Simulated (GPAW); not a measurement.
# HgTe (Fm-3m) in GPAW: convergence with smearing function

Aim: find how far smearing function must go before the results for HgTe settle, at r2SCAN. This setting moves, with any that are tied to it; all else stays.

All numbers are computed with GPAW 26.7.0; they aren't measurements. Logs are shortened: lines on timing, memory, paths and dates and some standing lists are left out, and cuts for length are marked. The log counts tension as positive stress, the text compression.

### Step 1. Starting point

The structure is cubic, space group Fm-3m (No. 225). Conventional cell: a = 6.360 Å, b = 6.360 Å, c = 6.360 Å, α = 90.00°, β = 90.00°, γ = 90.00°. Hg (site symmetry m-3m) has 6 Te at 3.18 Å as nearest neighbours. Te (site symmetry m-3m) has 6 Hg at 3.18 Å as nearest neighbours.

Measurements of this composition are mostly on another form, of space group No. 216.

### Step 2. With smearing function fermi-dirac

run.py

```python
from ase.dft.bandgap import bandgap
from ase.io import read, write
from ase.units import GPa
from gpaw import GPAW, PW

atoms = read('POSCAR')

calc = GPAW(mode=PW(600),
            xc='MGGA_X_R2SCAN+MGGA_C_R2SCAN',
            kpts={'size': (7, 7, 7), 'gamma': True},
            occupations={'name': 'fermi-dirac', 'width': 0.1},
            nbands=18,
            convergence={'density': 1e-05, 'energy': 1e-05},
            maxiter=100,
            txt='gpaw.txt')
atoms.calc = calc
energy = atoms.get_potential_energy()
forces = atoms.get_forces()
stress = atoms.get_stress()
calc.write('gs.gpw')
write('result.traj', atoms)
print(f'Energy: {energy:.6f} eV')
print('Forces (eV/A):')
print(forces.round(4))
print('Stress (GPa):', (stress / GPa).round(3))
print('Fermi level:', round(calc.get_fermi_level(), 4), 'eV')
print(f'Gap: {bandgap(calc)[0]:.4f} eV, direct: {bandgap(calc, direct=True)[0]:.4f} eV')
```

POSCAR

```
HgTe
1.0
    0.0000000000      3.1800000000      3.1800000000
    3.1800000000      0.0000000000      3.1800000000
    3.1800000000      3.1800000000      0.0000000000
Hg Te
1 1
Direct
    0.0000000000      0.0000000000      0.0000000000
    0.5000000000      0.5000000000      0.5000000000
```

Potentials or basis: GPAW PAW data sets (gpaw-data 1.2.1), pw.

Run with:

```
OMP_NUM_THREADS=1 python run.py
```

gpaw.txt:

```text
__  _  _
 | _ |_)|_||  |
 |__||  | ||/\| - 26.7.0

Input parameters:
  mode=PW(ecut=600.0),
  convergence={'density': 1e-05, 'energy': 1e-05},
  kpts=MonkhorstPack(size=(7, 7, 7), gamma=True),
  maxiter=100,
  nbands=18,
  occupations=Occupations(name='fermi-dirac', width=0.1),
  xc=XC(name='MGGA_X_R2SCAN+MGGA_C_R2SCAN')

Diagonalizing LCAO Hamiltonian
Converting LCAO to pw mode

                 Te

       Hg

Atoms  # Å, Bohr magnetons
|   | symbol |        x |        y |        z |    initial magnetic moments |
|---|--------|----------|----------|----------|-----------------------------|
| 0 |     Hg | 0.000000 | 0.000000 | 0.000000 | ( 0.0000,  0.0000,  0.0000) |
| 1 |     Te | 3.180000 | 3.180000 | 3.180000 | ( 0.0000,  0.0000,  0.0000) |

Unit cell  # Å
| periodic |        x |        y |        z |  lengths |    angles |
|----------|----------|----------|----------|----------|-----------|
|      yes | 0.000000 | 3.180000 | 3.180000 | 4.497199 | 60.000000 |
|      yes | 3.180000 | 0.000000 | 3.180000 | 4.497199 | 60.000000 |
|      yes | 3.180000 | 3.180000 | 0.000000 | 4.497199 | 60.000000 |

Number of symmetries: 48
Symmetry operations  # r_c * U_cc + t_c -> r_c
|    | kind |            matrix            |
|----|------|------------------------------|
|  0 |  σ   |  1, 0, 0,  1, 0,-1,  1,-1, 0 |
|  1 |  C2  |  1, 0, 0,  1,-1, 0,  1, 0,-1 |
|  2 |  E   |  1, 0, 0,  0, 1, 0,  0, 0, 1 |
|  3 |  σ   |  1, 0, 0,  0, 0, 1,  0, 1, 0 |
|  4 |  C4  |  1, 0,-1,  1, 0, 0,  1,-1, 0 |
|  5 |  S6  |  1, 0,-1,  1,-1, 0,  1, 0, 0 |
|  6 |  σ   |  1, 0,-1,  0, 1,-1,  0, 0,-1 |
|  7 |  C3  |  1, 0,-1,  0, 0,-1,  0, 1,-1 |
|  8 |  S6  |  1,-1, 0,  1, 0, 0,  1, 0,-1 |
|  9 |  C4  |  1,-1, 0,  1, 0,-1,  1, 0, 0 |
| 10 |  C3  |  1,-1, 0,  0,-1, 1,  0,-1, 0 |
| 11 |  σ   |  1,-1, 0,  0,-1, 0,  0,-1, 1 |
| 12 |  σ   |  0, 1, 0,  1, 0, 0,  0, 0, 1 |
| 13 |  C4  |  0, 1, 0,  0, 1,-1, -1, 1, 0 |
| 14 |  C3  |  0, 1, 0,  0, 0, 1,  1, 0, 0 |
| 15 |  S6  |  0, 1, 0, -1, 1, 0,  0, 1,-1 |
| 16 |  C2  |  0, 1,-1,  1, 0,-1,  0, 0,-1 |
| 17 |  σ   |  0, 1,-1,  0, 1, 0, -1, 1, 0 |
| 18 |  S4  |  0, 1,-1,  0, 0,-1,  1, 0,-1 |
| 19 |  C4  |  0, 1,-1, -1, 1, 0,  0, 1, 0 |
| 20 |  C3  |  0, 0, 1,  1, 0, 0,  0, 1, 0 |
| 21 |  σ   |  0, 0, 1,  0, 1, 0,  1, 0, 0 |
| 22 |  S6  |  0, 0, 1,  0,-1, 1, -1, 0, 1 |
| 23 |  C4  |  0, 0, 1, -1, 0, 1,  0,-1, 1 |
| 24 |  S4  |  0, 0,-1,  1, 0,-1,  0, 1,-1 |
| 25 |  C3  |  0, 0,-1,  0, 1,-1,  1, 0,-1 |
| 26 |  C2  |  0, 0,-1,  0,-1, 0, -1, 0, 0 |
| 27 |  S6  |  0, 0,-1, -1, 0, 0,  0,-1, 0 |
| 28 |  S4  |  0,-1, 1,  1,-1, 0,  0,-1, 0 |
| 29 |  C4  |  0,-1, 1,  0, 0, 1, -1, 0, 1 |
| 30 |  C2  |  0,-1, 1,  0,-1, 0,  1,-1, 0 |
| 31 |  σ   |  0,-1, 1, -1, 0, 1,  0, 0, 1 |
| 32 |  C3  |  0,-1, 0,  1,-1, 0,  0,-1, 1 |
| 33 |  S6  |  0,-1, 0,  0, 0,-1, -1, 0, 0 |
| 34 |  S4  |  0,-1, 0,  0,-1, 1,  1,-1, 0 |
| 35 |  C2  |  0,-1, 0, -1, 0, 0,  0, 0,-1 |
| 36 |  C2  | -1, 1, 0,  0, 1, 0,  0, 1,-1 |
| 37 |  S6  | -1, 1, 0,  0, 1,-1,  0, 1, 0 |
| 38 |  S4  | -1, 1, 0, -1, 0, 1, -1, 0, 0 |
| 39 |  C3  | -1, 1, 0, -1, 0, 0, -1, 0, 1 |
| 40 |  S6  | -1, 0, 1,  0, 0, 1,  0,-1, 1 |
| 41 |  C2  | -1, 0, 1,  0,-1, 1,  0, 0, 1 |
| 42 |  C3  | -1, 0, 1, -1, 1, 0, -1, 0, 0 |
| 43 |  S4  | -1, 0, 1, -1, 0, 0, -1, 1, 0 |
| 44 |  C2  | -1, 0, 0,  0, 0,-1,  0,-1, 0 |
| 45 |  i   | -1, 0, 0,  0,-1, 0,  0, 0,-1 |
| 46 |  σ   | -1, 0, 0, -1, 1, 0, -1, 0, 1 |
| 47 |  C2  | -1, 0, 0, -1, 0, 1, -1, 1, 0 |

BZ-sampling:
  Number of BZ points: 343
  Number of IBZ points: 20

  Monkhorst-Pack size: [7, 7, 7]
  Monkhorst-Pack shift: [0, 0, 0]

K-points  # in reciprocal-cell coordinates
|     |                                coordinates |     weight |
|-----|--------------------------------------------|------------|
|   0 | (  0.00000000,   0.00000000,   0.00000000) | 0.00291545 |
|   1 | (  0.14285714,   0.14285714,   0.00000000) | 0.01749271 |
|   2 | (  0.14285714,   0.14285714,   0.14285714) | 0.02332362 |
|   3 | (  0.28571429,   0.14285714,   0.14285714) | 0.03498542 |
|   4 | (  0.28571429,   0.28571429,   0.00000000) | 0.01749271 |
|   5 | (  0.28571429,   0.28571429,   0.14285714) | 0.06997085 |
|   6 | (  0.28571429,   0.28571429,   0.28571429) | 0.02332362 |
|   7 | (  0.42857143,  -0.28571429,  -0.28571429) | 0.03498542 |
|   8 | (  0.42857143,   0.28571429,  -0.42857143) | 0.13994169 |
|   9 | (  0.42857143,   0.28571429,  -0.28571429) | 0.06997085 |
| ... |                                            |            |
|  19 | (  0.42857143,   0.42857143,   0.42857143) | 0.02332362 |

Plane wave coefficients: 2168
Cutoff: 600.0 eV

Spin-components: 1 (collinear spins)
Bands:           18
Projectors:      11
Spin-degeneracy: 2
Datatype:        complex128

Parallelization:
  kpt:    1
  domain: 1
  band:   1

Density:
  Valence electrons: 24.0
  Components: 1
  Grid points: [27 27 27]
  Charge: 0.0  # |e|

Potential:
  Grid points: [27 27 27]

species:
  Hg:
    name:    Mercury
    Z:       80.0
    valence: 18
    core:    62
    charge:  0.0  # [|e|]
    compensation charges:
      type: gauss
      rc: 0.41  # [Å]
      lmax: 2
    cutoffs:
      filter: 2.17  # [Å]
      core: 2.06  # [Å]
    projectors
    | kind |    occ | energy [eV] | rcut [Å] |
    |------|--------|-------------|----------|
    |   6s |  2.000 |      -6.783 |    1.307 |
    |   5p |  6.000 |     -66.572 |    1.291 |
    |   6p |  0.000 |      -1.056 |    1.291 |
    |   5d | 10.000 |      -9.891 |    1.302 |
    |    s |        |      20.429 |    1.307 |
    |    d |        |      17.320 |    1.302 |

    Using partial waves for Hg as LCAO basis

  Te:
    name:    Tellurium
    Z:       52.0
    valence: 6
    core:    46
    charge:  0.0  # [|e|]
    compensation charges:
      type: gauss
      rc: 0.36  # [Å]
      lmax: 2
    cutoffs:
      filter: 2.09  # [Å]
      core: 3.17  # [Å]
    projectors
    | kind |    occ | energy [eV] | rcut [Å] |
    |------|--------|-------------|----------|
    |   5s |  2.000 |     -15.089 |    1.180 |
    |   5p |  4.000 |      -5.955 |    1.196 |
    |    s |        |      12.123 |    1.180 |
    |    p |        |      21.256 |    1.196 |
    |    d |        |       0.000 |    1.238 |

    Using partial waves for Te as LCAO basis

Reference energy: -717946.462161  # eV

eigensolver:
  PPCG
  Converge bands: occupied
  niter=2

density mixing:
  MSR1-Mixer
  Pratt-step length: 0.05
  Maximum mixing coefficient: 0.75
  Old densities: 10
  SVD Regularization: 0.005
  Good broyden scale: 1.0
  Trust region scale: 1.0
  Backstep threshold: 4.0
  History deletion threshold: 6.0
  Fourier metric: weight=20.0, sigma=0.015

occupation numbers:
  Fermi-Dirac:
    width: 0.1000  # eV

poisson solver:
  ecut: 4800.0  # eV

xc functional:
  name: MGGA_X_R2SCAN+MGGA_C_R2SCAN with 2 nearest neighbor stencil

convergence criteria:
[... 6 lines left out ...]
|iter     | |      energy | eigst |  dens |
|---------|-|-------------|-------|-------|
|iter:   1| |  -40.598168 | -0.16 |       |
|iter:   2| |  -35.739893 | -1.48 | -1.51 |
|iter:   3| |  -35.733794 | -2.25 | -1.48 |
|iter:   4| |  -35.779660 | -2.59 | -1.72 |
|iter:   5| |  -35.806799 | -2.58 | -1.89 |
|iter:   6| |  -35.808276 | -3.90 | -2.59 |
|iter:   7| |  -35.808098 | -4.47 | -2.59 |
|iter:   8| |  -35.807958 | -5.44 | -2.64 |
|iter:   9| |  -35.807900c| -4.94 | -2.83 |
|iter:  10| |  -35.807903c| -5.81 | -3.45 |
|iter:  11| |  -35.807903c| -7.22 | -4.32 |
|iter:  12| |  -35.807904c| -7.68c| -5.07c|

Converged in 12 steps
Energy contributions relative to reference atoms: (reference = -717946.462161)

Energy contributions:
  Kinetic:          21.710563
  Coulomb:         -17.564780
  Zero:             -2.342927
  External:          0.000000
  Xc:              -37.591437
  Entropy:          -0.038646
  Spinorbit:         0.000000
  ----------------------------
  Free energy:     -35.827226
  Extrapolated:    -35.807904

dipole moment: (-21.798844, -21.798844, -21.798844)  # |e|*Ang

Fermi level: 4.386
Eigenvalues  # (at kpt = [0.000, 0.000, 0.000])
| band index |      eig [eV] | occ [0-2] |
|------------|---------------|-----------|
|          0 |       -60.300 |     2.000 |
|        ... |               |           |
|          5 |        -2.388 |     2.000 |
|          6 |        -2.329 |     2.000 |
|          7 |        -2.329 |     2.000 |
|          8 |        -2.329 |     2.000 |
|          9 |         3.402 |     2.000 |
|         10 |         3.765 |     1.996 |
|         11 |         3.765 |     1.996 |
|         12 |         3.765 |     1.996 |
|         13 |        12.360 |     0.000 |
|         14 |        12.360 |     0.000 |
|         15 |        12.360 |     0.000 |
|         16 |        12.426 |     0.000 |
|         17 |        12.426 |     0.000 |

No gap
No difference between direct/indirect transitions

Forces  # eV/Ang
|       x |        y |        z |
|---------|----------|----------|
| 0.00000 |  0.00000 | -0.00000 |  # Hg   0
| 0.00000 | -0.00000 | -0.00000 |  # Te   1

Stress tensor  # eV/Ang^3
|         x |         y |         z |
|-----------|-----------|-----------|
|  0.029613 |  0.000000 | -0.000000 |
|  0.000000 |  0.029613 | -0.000000 |
| -0.000000 | -0.000000 |  0.029613 |

# Writing to gs.gpw (mode='')
```

Wall time 48 s (1 thread of Intel Xeon Platinum 8559C (Emerald Rapids), shared host); peak memory 0.33 GiB.

Results:

```
Free energy            : -35.8272 eV
Pressure               : -4.7 GPa
Band gap on the k mesh : none (metal or under the smearing width)
```

### Step 3. With smearing function gaussian

run.py, as its differences from that of step 2:

```diff
@@ -10,3 +10,3 @@
             kpts={'size': (7, 7, 7), 'gamma': True},
-            occupations={'name': 'fermi-dirac', 'width': 0.1},
+            occupations={'name': 'methfessel-paxton', 'order': 0, 'width': 0.1},
             nbands=18,
```

POSCAR is that of step 2.

Potentials or basis: GPAW PAW data sets (gpaw-data 1.2.1), pw.

Run with:

```
OMP_NUM_THREADS=1 python run.py
```

Wall time 48 s (1 thread of Intel Xeon Platinum 8559C (Emerald Rapids), shared host); peak memory 0.33 GiB.

Results (log left out):

```yaml
Free_energy: -35.8105 eV
Pressure: -4.9 GPa
Band_gap_on_the_k_mesh: none (metal or under the smearing width)
```

### Step 4. With smearing function marzari-vanderbilt

run.py, as its differences from that of step 3:

```diff
@@ -10,3 +10,3 @@
             kpts={'size': (7, 7, 7), 'gamma': True},
-            occupations={'name': 'methfessel-paxton', 'order': 0, 'width': 0.1},
+            occupations={'name': 'marzari-vanderbilt', 'width': 0.1},
             nbands=18,
```

POSCAR is that of step 3.

Run with:

```
OMP_NUM_THREADS=1 python run.py
```

Wall time 49 s (1 thread of Intel Xeon Platinum 8559C (Emerald Rapids), shared host); peak memory 0.33 GiB.

Results (log left out):

* Free energy: -35.8069 eV
* Pressure: -4.9 GPa
* Band gap on the k mesh: none (metal or under the smearing width)

### Step 5. With smearing function methfessel-paxton

run.py, as its differences from that of step 4:

```diff
@@ -10,3 +10,3 @@
             kpts={'size': (7, 7, 7), 'gamma': True},
-            occupations={'name': 'marzari-vanderbilt', 'width': 0.1},
+            occupations={'name': 'methfessel-paxton', 'width': 0.1, 'order': 1},
             nbands=18,
```

POSCAR is that of step 4.

Run with:

```
OMP_NUM_THREADS=1 python run.py
```

Wall time 48 s (1 thread of Intel Xeon Platinum 8559C (Emerald Rapids), shared host); peak memory 0.33 GiB.

It converged, with:

```
Free energy            : -35.8080 eV
Pressure               : -4.9 GPa
Band gap on the k mesh : none (metal or under the smearing width)
```

### Step 6. With smearing function tetrahedron-method

run.py, as its differences from that of step 5:

```diff
@@ -10,3 +10,3 @@
             kpts={'size': (7, 7, 7), 'gamma': True},
-            occupations={'name': 'methfessel-paxton', 'width': 0.1, 'order': 1},
+            occupations={'name': 'tetrahedron-method'},
             nbands=18,
```

POSCAR is that of step 5.

Potentials or basis: GPAW PAW data sets (gpaw-data 1.2.1), pw.

Run with:

```
OMP_NUM_THREADS=1 python run.py
```

It took 50 s on 1 thread of Intel Xeon Platinum 8559C (Emerald Rapids), shared host; peak memory 0.33 GiB.

Results (log left out):

```
Free energy            : -35.7263 eV
Pressure               : -4.3 GPa
Band gap on the k mesh : none (metal or under the smearing width)
```

### Step 7. With smearing function improved-tetrahedron-method

run.py, as its differences from that of step 6:

```diff
@@ -10,3 +10,3 @@
             kpts={'size': (7, 7, 7), 'gamma': True},
-            occupations={'name': 'tetrahedron-method'},
+            occupations={'name': 'improved-tetrahedron-method'},
             nbands=18,
```

POSCAR is that of step 6.

Run with:

```
OMP_NUM_THREADS=1 python run.py
```

Run time: 48 s. Hardware: 1 thread of Intel Xeon Platinum 8559C (Emerald Rapids), shared host; peak memory 0.33 GiB.

It converged, with:

```yaml
Free_energy: -35.8148 eV
Pressure: -4.7 GPa
Band_gap_on_the_k_mesh: none (metal or under the smearing width)
```

### Step 8. With smearing function fixed

run.py, as its differences from that of step 7:

```diff
@@ -10,3 +10,3 @@
             kpts={'size': (7, 7, 7), 'gamma': True},
-            occupations={'name': 'improved-tetrahedron-method'},
+            occupations={'width': 0.0},
             nbands=18,
```

POSCAR is that of step 7.

Run with:

```
OMP_NUM_THREADS=1 python run.py
```

It took 49 s on 1 thread of Intel Xeon Platinum 8559C (Emerald Rapids), shared host; peak memory 0.33 GiB.

The run converged. Its results:

* Free energy: -35.8082 eV
* Pressure: -4.9 GPa
* Band gap on the k mesh: none (metal or under the smearing width)

### Step 9. Result

| smearing function | energy less the tightest run, at zero smearing (meV/atom) | pressure (GPa) | SCF cycles | CPU time (s) | peak memory (GiB) |
| --- | --- | --- | --- | --- | --- |
| fermi-dirac | 0.15 | -4.74 | 12 | 48 | 0.33 |
| gaussian | 0.09 | -4.87 | 12 | 48 | 0.33 |
| marzari-vanderbilt | 0.66 | -4.91 | 12 | 49 | 0.33 |
| methfessel-paxton | -0.26 | -4.92 | 12 | 48 | 0.33 |
| tetrahedron-method | 40.95 | -4.34 | 12 | 50 | 0.33 |
| improved-tetrahedron-method | -3.29 | -4.72 | 12 | 48 | 0.33 |
| fixed | 0.00 | -4.90 | 12 | 49 | 0.33 |

Not settled before the last step: the energy (to 1 meV/atom), the pressure (to 0.1 GPa). Narrower smearing needs a denser k mesh, so at a fixed mesh the narrowest width isn't the most accurate. The tightest run that finished is the yardstick and may itself not be fully converged.

Caveats: the PAW data sets were made with another functional, which shifts forces and pressure a little.
